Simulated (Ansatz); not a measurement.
# BaTiO3: stress in a strained cell

BaTiO3 is deformed so: equal xx and yy strain of +2 %. What stress and forces result, by LAPW, PAW and all-electron datasets made for the crystal?

Program: Ansatz 0.2.0. Level of theory: DFT PBEsol, scalar-relativistic. These are calculated values, not measurements.

## 1. The starting structure

The structure is tetragonal, space group P4mm (No. 99). The conventional cell has a = 4.000 Å, b = 4.000 Å, c = 4.018 Å, α = 90.00°, β = 90.00°, γ = 90.00°. Ba (site symmetry 4mm) has 12 O at 2.79 to 2.88 Å as nearest neighbours. Around Ti (site symmetry 4mm) lie 6 O at 1.87 to 2.15 Å. Around O (site symmetry 4mm) lie 2 Ti at 1.87 to 2.15 Å. Around O (site symmetry 2mm) lie 2 Ti at 2.00 Å and 4 Ba at 2.79 to 2.88 Å.

Coordinates:

```
CELL_PARAMETERS angstrom
3.99980 0.00000 0.00000
0.00000 3.99980 0.00000
0.00000 0.00000 4.01800
ATOMIC_POSITIONS crystal
Ba 0.00000 0.00000 0.00000
Ti 0.50000 0.50000 0.48200
O 0.50000 0.50000 0.01600
O 0.50000 0.00000 0.51500
O 0.00000 0.50000 0.51500
```

Atoms are numbered in the order of the input: Ba1, Ti2, O3, O4, O5.

## 2. After the deformation

Space group P4mm before, P4mm after.

## 3. All-electron LAPW

input.yaml

```yaml
crystal:
  lattice:
    - [4.079796, 0.0, 0.0]
    - [0.0, 4.079796, 0.0]
    - [0.0, 0.0, 4.018]
  atoms:
    - { symbol: Ba, position: [0.0, 0.0, 0.0] }
    - { symbol: Ti, position: [0.5, 0.5, 0.482] }
    - { symbol: O, position: [0.5, 0.5, 0.016] }
    - { symbol: O, position: [0.5, 0.0, 0.515] }
    - { symbol: O, position: [0.0, 0.5, 0.515] }
kpoints:
  mp_grid: { grid: [7, 7, 7] }
  band_path:
    path:
      - [0.0, 0.0, 0.0]
      - [0.0, 0.5, 0.0]
      - [0.5, 0.5, 0.0]
      - [0.0, 0.0, 0.0]
      - [0.0, 0.0, 0.5]
      - [0.0, 0.5, 0.5]
      - [0.5, 0.5, 0.5]
      - [0.0, 0.0, 0.5]
      - [0.0, 0.5, 0.0]
    npoints: 5
scf:
  occupations: { method: fermi_dirac, width: 0.08 }
hamiltonian:
  xc: pbesol
  pseudopotentials: { kind: all_electron, lapw: { basis_error: 0.001 } }
output:
  forces: true
  stress: true
  eigenvalues: true
```

Command:

```console
$ ansatz run input.yaml --threads 2 --pin off --max-ram 8192MiB --backend cpu --events-out ev --progress --plain --runs-dir out
```

## 4. PAW on the default files

input.yaml

```yaml
crystal:
  lattice:
    - [4.079796, 0.0, 0.0]
    - [0.0, 4.079796, 0.0]
    - [0.0, 0.0, 4.018]
  atoms:
    - { symbol: Ba, position: [0.0, 0.0, 0.0] }
    - { symbol: Ti, position: [0.5, 0.5, 0.482] }
    - { symbol: O, position: [0.5, 0.5, 0.016] }
    - { symbol: O, position: [0.5, 0.0, 0.515] }
    - { symbol: O, position: [0.0, 0.5, 0.515] }
kpoints:
  mp_grid: { grid: [7, 7, 7] }
scf:
  occupations: { method: fermi_dirac, width: 0.08 }
hamiltonian:
  xc: pbesol
  pseudopotentials: { kind: paw }
output:
  forces: true
  stress: true
  eigenvalues: true
  efg: { contact_densities: true }
```

## 5. All-electron PAW on datasets made for the crystal

input.yaml: that of step 4 with these lines changed.

```diff
@@ -17,3 +17,3 @@
   xc: pbesol
-  pseudopotentials: { kind: paw }
+  pseudopotentials: { kind: all_electron, datasets: crystal }
 output:
```

(Steps that only read results are left out.)

**Question.** What will these runs give? Wanted: pressure; largest shear or deviatoric stress.

As calculated:

| quantity | value |
| --- | --- |
| pressure | LAPW -9.28, PAW -9.29, crystal datasets -9.28 GPa |
| largest shear or deviatoric stress (LAPW) | 2.94 GPa |

**Reading.** The largest part of the stress beyond the pressure is 2.94 GPa in size, in the zz component; the atoms are carried along and not relaxed. No run of the undeformed cell stands beside it, so the pressure holds what the given cell had before the change. PAW: stress within 0.02 GPa of LAPW, forces within 7 meV/Å. Crystal datasets: stress within 0.01 GPa of LAPW, forces within 1 meV/Å. Spin-orbit coupling is left out, though the cell holds Ba; in elements this heavy it can shift bands and gaps by tenths of an eV.
